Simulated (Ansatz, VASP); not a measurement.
**Na in VASP and in Ansatz**

Contents of INCAR:

```
SYSTEM = Na
PREC = Accurate
ENCUT = 520
EDIFF = 1E-7
ISMEAR = -1
SIGMA = 0.05
LREAL = .FALSE.
LASPH = .TRUE.
NELM = 100
ALGO = Normal
ISIF = 2
LWAVE = .FALSE.
LCHARG = .FALSE.
GGA = PE
NBANDS = 10
```

The input KPOINTS:

```
Automatic mesh
0
G
  10 10 10
  0 0 0
```

POSCAR

```
Na
1.0
   -1.9007966834      1.9007966834      2.6547425975
    1.9007966834     -1.9007966834      2.6547425975
    1.9007966834      1.9007966834     -2.6547425975
Na
1
Direct
    0.0000000000      0.0000000000      0.0000000000
```

input.yaml

```yaml
crystal:
  lattice:
    - [-1.9007966834, 1.9007966834, 2.6547425975]
    - [1.9007966834, -1.9007966834, 2.6547425975]
    - [1.9007966834, 1.9007966834, -2.6547425975]
  atoms:
    - { symbol: Na, position: [0.0, 0.0, 0.0] }
hamiltonian:
  xc: pbe
  pseudopotentials: { kind: paw }
kpoints:
  mp_grid: { grid: [10, 10, 10] }
scf:
  occupations: { method: fermi_dirac, width: 0.05 }
output:
  forces: true
  stress: true
  eigenvalues: true
  write_density: true
  write_potential: true
  elf: true
  volumetric_format: npy
```

Change from the starting cell: volume scaled by 1.02.

Alike in both runs: task single point; functional PBE; k mesh 10 × 10 × 10; occupations fermi-dirac, width 0.05 eV; no spin polarisation.

```csv
,VASP,Ansatz
version,VASP 6.6.1,Ansatz 0.2.0
potentials or method,"VASP PAW PBE potentials, release 64 (Na_pv)",Ansatz PAW
plane-wave cutoff (eV),520,420
valence electrons in the cell,7,9
```

```tsv
	VASP	Ansatz	Ansatz less VASP
gap on the k mesh at the Fermi level (eV)	none	none	-
pressure (GPa)	-0.3	-0.3	0.00
```

A gap of «none» marks a metal or a gap that the smearing closes. The two sets of potentials don't hold the same shells in valence.
